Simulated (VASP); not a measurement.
**Ga: single point with PBE**

Crystal: Ga.

```
Ga
1.0
    -2.75692    3.30095    2.47080
     2.75692   -3.30095    2.47080
     2.75692    3.30095   -2.47080
Ga
4
Direct
  0.29976 0.25008 0.04968
  0.70040 0.25008 0.45032
  0.29960 0.74992 0.54968
  0.70024 0.74992 0.95032
```

The cell was built by a generator and needn't be a form met in nature.

The cell isn't the ideal one: random cell with space group Imma (No. 74).

```json
{
 "Program": "VASP 6.6.1",
 "Task": "single point",
 "Functional": "PBE",
 "Potentials or basis": "VASP PAW PBE potentials, release 64 (Ga_d)",
 "Cutoff": "520 eV",
 "k mesh": "4 × 4 × 4",
 "Occupations": "gaussian, width 0.1 eV",
 "Spin": "no spin polarisation",
 "Dipole correction": "no",
 "Further INCAR settings": "ALGO = Normal; EDIFF = 1e-07; NBANDS = 34"
}
```

```yaml
Pressure: -0.2 GPa
Largest_force: 0.033 eV/Å
Band_gap_on_the_k_mesh: none (metal or under the smearing width)
```

Forces in eV/Å, atoms in the order of the input:
```
Ga   0.000  0.033 -0.006
Ga   0.000 -0.033 -0.006
Ga   0.000  0.033  0.006
Ga   0.000 -0.033  0.006
```

Stress tensor (GPa, compression positive):
```
-0.22  0.00  0.00
 0.00 -0.21  0.00
 0.00  0.00 -0.04
```

Levels at points of the mesh, in eV from the Fermi level:
| k point | band 23 | band 24 | band 25 | band 26 | band 27 | band 28 | band 29 | band 30 |
| --- | --- | --- | --- | --- | --- | --- | --- | --- |
| (0.00, 0.00, 0.00) | -1.91 | -1.65 | -1.60 | -1.25 | 0.14 | 0.22 | 0.60 | 2.20 |
| (0.50, 0.00, 0.00) | -4.17 | -2.97 | -1.89 | -0.63 | -0.51 | 1.77 | 2.65 | 5.23 |
| (0.00, 0.50, 0.00) | -4.95 | -4.95 | -1.28 | -1.28 | 3.09 | 3.09 | 4.88 | 4.88 |
| (0.50, 0.50, 0.00) | -2.52 | -2.52 | -1.14 | -1.14 | 0.97 | 0.97 | 2.56 | 2.56 |
| (0.50, 0.50, 0.50) | -5.83 | -3.61 | -3.03 | -1.86 | 1.80 | 2.80 | 3.37 | 3.81 |

Wall time 29 s on 1 thread of Intel(R) Xeon(R) 6975P-C (Granite Rapids) (shared host), peak memory 0.24 GiB.

Caveat: the k mesh is coarse (spacing up to 0.43 Å⁻¹), so the values aren't converged.
